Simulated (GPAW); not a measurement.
# TiO2 in GPAW: convergence with response cutoff (eV)

Input of the first run (response cutoff (eV) 10); the others differ in this setting and in those tied to it:

File run.py:

```python
import numpy as np
from ase.dft.bandgap import bandgap
from ase.io import read, write
from gpaw import GPAW, PW
from gpaw.response.df import DielectricFunction

atoms = read('POSCAR')

calc = GPAW(mode=PW(600),
            xc='LDA',
            kpts={'size': (5, 5, 7), 'gamma': True},
            occupations={'name': 'fermi-dirac', 'width': 0.001},
            nbands=43,
            convergence={'density': 1e-06},
            maxiter=150,
            txt='gpaw.txt')
atoms.calc = calc
energy = atoms.get_potential_energy()
calc.write('gs.gpw')
write('result.traj', atoms)
print(f'Energy: {energy:.6f} eV')
print('Fermi level:', round(calc.get_fermi_level(), 4), 'eV')
print(f'Gap: {bandgap(calc)[0]:.4f} eV, direct: {bandgap(calc, direct=True)[0]:.4f} eV')

for size in [(4, 4, 7)]:
    name = 'x'.join(str(n) for n in size)
    dense = calc.fixed_density(kpts={'size': size, 'gamma': True},
                               nbands=102, convergence={'bands': 96},
                               update_fermi_level=True, txt=f'dense-{name}.txt')
    dense.write(f'{name}.gpw', mode='all')
    df = DielectricFunction(f'{name}.gpw', frequencies=np.array([0.0]), hilbert=False, eta=0.001,
                            ecut=10, nbands=96, intraband=False, txt=f'df-{name}.txt')
    for xc in ['RPA']:
        for direction in ['x', 'y', 'z', [0, 1, 1], [1, 0, 1], [1, 1, 0]]:
            e0, e = df.get_macroscopic_dielectric_constant(xc=xc, direction=direction)
            print(f'{name} {xc} {direction}: {e0:.4f} without, {e:.4f} with local fields')
```

POSCAR

```
TiO2
1.0
    4.5376697393      0.0000000000      0.0000000000
    0.0000000000      4.5376697393      0.0000000000
    0.0000000000      0.0000000000      2.9192192849
Ti O
2 4
Direct
    0.0000000000      0.0000000000      0.5000000000
    0.5000000000      0.5000000000      0.0000000000
    0.3043213200      0.3043213200      0.5000000000
    0.1956786800      0.8043213200      0.0000000000
    0.8043213200      0.1956786800      0.0000000000
    0.6956786800      0.6956786800      0.5000000000
```

Potentials or basis: the program's PAW data sets (release 1.2.1) made for this functional, pw.

The run is started by

```sh
$ OMP_NUM_THREADS=1 python run.py
```

The cell isn't the ideal one: volume scaled by 0.96.

The cell is a database's computed one.

Hardware: 1 thread of Arm Neoverse V1, with other jobs on the host.

Q: The values tried are 10, 20, 30, 50, 80, 120, 160, loosest first. From which on does the dielectric constant stay within 0.05 of the tightest run that finished?

A: From 120 on.

```csv
response cutoff (eV),dielectric constant,SCF cycles,CPU time (s),peak memory (GiB)
10,7.339,14,350,0.48
20,7.332,14,350,0.48
30,7.305,14,350,0.48
50,7.195,14,350,0.49
80,7.128,14,350,0.49
120,7.032,14,350,0.5
160,7.011,14,360,0.52
```

The tightest run that finished is the yardstick and may itself not be fully converged.

Caveat, for the tightest run too: the long-wavelength limit can be off by several per cent where d states take part; an odd mesh through Γ misses points on the zone boundary, where band edges often lie.
